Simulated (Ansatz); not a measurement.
# Sb: single points about a listed cell

How do energy, forces, pressure and gap of Sb change under further strains and shifts, distortions that keep the symmetry, other functionals? Each case is one self-consistent run.

Program: Ansatz 0.2.0. Level of theory: DFT PBE, scalar-relativistic, plane waves, PAW, unless a step's input says otherwise. These are calculated values, not measurements.

## (1) The system as given

It takes space group I4/mcm (No. 140, tetragonal). Conventional cell: a = 8.060 Å, b = 8.060 Å, c = 4.051 Å, α = 90.00°, β = 90.00°, γ = 90.00°. Around Sb (site symmetry m2m) lie 7 Sb at 3.03 to 3.45 Å.

Coordinates:

```cif
data_structure
_symmetry_space_group_name_H-M 'I4/mcm'
_symmetry_Int_Tables_number 140
_cell_length_a 8.0600
_cell_length_b 8.0600
_cell_length_c 4.0510
_cell_angle_alpha 90.000
_cell_angle_beta 90.000
_cell_angle_gamma 90.000
_cell_volume 263.17
loop_
_atom_site_label
_atom_site_type_symbol
_atom_site_symmetry_multiplicity
_atom_site_Wyckoff_symbol
_atom_site_fract_x
_atom_site_fract_y
_atom_site_fract_z
_atom_site_occupancy
Sb1 Sb 8 h 0.15126 0.34874 0.50000 1
```

The structure comes from the Materials Project (structure only).

## (2) A change within the space group

What differs from the listed cell: strain xx, yy, zz, yz, xz, xy = +3.8, +3.8, +2.3, +0.0, +0.0, +0.0 %; atoms moved by 0.25 Å root mean square, at most 0.25 Å.

input.yaml reads:

```yaml
crystal:
  lattice:
    - [-4.1841182513, 4.1841182513, 2.0725590148]
    - [4.1841182513, -4.1841182513, 2.0725590148]
    - [4.1841182513, 4.1841182513, -2.0725590148]
  atoms:
    - { symbol: Sb, position: [0.3268044055, 0.1731955945, 0.5] }
    - { symbol: Sb, position: [0.8268044055, 0.3268044055, 0.1536088109] }
    - { symbol: Sb, position: [0.6731955945, 0.8268044055, 0.5] }
    - { symbol: Sb, position: [0.1731955945, 0.6731955945, 0.8463911891] }
basis:
  ecutwfc: 420
kpoints:
  mp_grid: { grid: [12, 12, 12] }
hamiltonian:
  xc: pbe
scf:
  occupations: { method: gaussian, width: 0.1 }
output:
  forces: true
  stress: true
  eigenvalues: true
```

## (3) A distortion that keeps the symmetry

input.yaml reads:

```yaml
crystal:
  lattice:
    - [-3.9299857801, 3.9299857801, 1.9448318233]
    - [3.9299857801, -3.9299857801, 1.9448318233]
    - [3.9299857801, 3.9299857801, -1.9448318233]
  atoms:
    - { symbol: Sb, position: [0.3575099538, 0.1424900462, 0.5] }
    - { symbol: Sb, position: [0.8575099538, 0.3575099538, 0.2150199076] }
    - { symbol: Sb, position: [0.6424900462, 0.8575099538, 0.5] }
    - { symbol: Sb, position: [0.1424900462, 0.6424900462, 0.7849800924] }
basis:
  ecutwfc: 420
kpoints:
  mp_grid: { grid: [12, 12, 12] }
hamiltonian:
  xc: pbe
scf:
  occupations: { method: gaussian, width: 0.1 }
output:
  forces: true
  stress: true
  eigenvalues: true
  populations: true
```

## (4) Another functional, on a distorted cell: PBEsol

input.yaml reads:

```yaml
crystal:
  lattice:
    - [-4.065474738, 4.065474738, 2.0433109868]
    - [4.065474738, -4.065474738, 2.0433109868]
    - [4.065474738, 4.065474738, -2.0433109868]
  atoms:
    - { symbol: Sb, position: [0.34873694, 0.15126306, 0.5] }
    - { symbol: Sb, position: [0.84873694, 0.34873694, 0.19747388] }
    - { symbol: Sb, position: [0.65126306, 0.84873694, 0.5] }
    - { symbol: Sb, position: [0.15126306, 0.65126306, 0.80252612] }
basis:
  ecutwfc: 420
kpoints:
  mp_grid: { grid: [12, 12, 12] }
hamiltonian:
  xc: pbesol
scf:
  occupations: { method: gaussian, width: 0.1 }
output:
  forces: true
  stress: true
  eigenvalues: true
  populations: true
```

## (5) A change within the space group

input.yaml reads:

```yaml
crystal:
  lattice:
    - [-4.0545937092, 4.0545937092, 2.0074598721]
    - [4.0545937092, -4.0545937092, 2.0074598721]
    - [4.0545937092, 4.0545937092, -2.0074598721]
  atoms:
    - { symbol: Sb, position: [0.3575099538, 0.1424900462, 0.5] }
    - { symbol: Sb, position: [0.8575099538, 0.3575099538, 0.2150199076] }
    - { symbol: Sb, position: [0.6424900462, 0.8575099538, 0.5] }
    - { symbol: Sb, position: [0.1424900462, 0.6424900462, 0.7849800924] }
basis:
  ecutwfc: 420
kpoints:
  mp_grid: { grid: [12, 12, 12] }
hamiltonian:
  xc: pbe
scf:
  occupations: { method: gaussian, width: 0.1 }
output:
  forces: true
  stress: true
  eigenvalues: true
  populations: true
```

## (6) A distortion that keeps the symmetry

input.yaml reads:

```yaml
crystal:
  lattice:
    - [-3.9367158979, 3.9367158979, 1.9178320855]
    - [3.9367158979, -3.9367158979, 1.9178320855]
    - [3.9367158979, 3.9367158979, -1.9178320855]
  atoms:
    - { symbol: Sb, position: [0.3461050359, 0.1538949641, 0.5] }
    - { symbol: Sb, position: [0.8461050359, 0.3461050359, 0.1922100717] }
    - { symbol: Sb, position: [0.6538949641, 0.8461050359, 0.5] }
    - { symbol: Sb, position: [0.1538949641, 0.6538949641, 0.8077899283] }
basis:
  ecutwfc: 420
kpoints:
  mp_grid: { grid: [12, 12, 12] }
hamiltonian:
  xc: pbe
scf:
  occupations: { method: gaussian, width: 0.1 }
output:
  forces: true
  stress: true
  eigenvalues: true
```

**Question.** What will these runs give? Wanted: for each run, case; energy; pressure; largest force.

As calculated:

| step | case | energy (meV/atom) | pressure (GPa) | largest force (eV/Å) | gap on the mesh (eV) |
| --- | --- | --- | --- | --- | --- |
| 2 | a change within the space group | +0.0 | 1.5 | 1.12 | 0.00 |
| 3 | a distortion that keeps the symmetry | +29.7 | 10.1 | 1.39 | 0.00 |
| 4 | another functional, on a distorted cell: PBEsol | n/a | -1.9 | 0.11 | 0.00 |
| 5 | a change within the space group | -90.7 | 3.4 | 0.77 | 0.00 |
| 6 | a distortion that keeps the symmetry | -17.3 | 8.6 | 0.16 | 0.00 |

Energies are counted from step 2, with the smearing taken to zero. Other atoms or functionals have another zero of energy (n/a). A gap of 0.00 means none on the mesh at this level.

Among the distorted cells of the listed formula and level the largest force, 1.39 eV/Å, comes in step 3, shared by 4 atoms. The distorted cells of the listed formula and level show no gap on the mesh. The runs treat Sb without spin-orbit coupling.
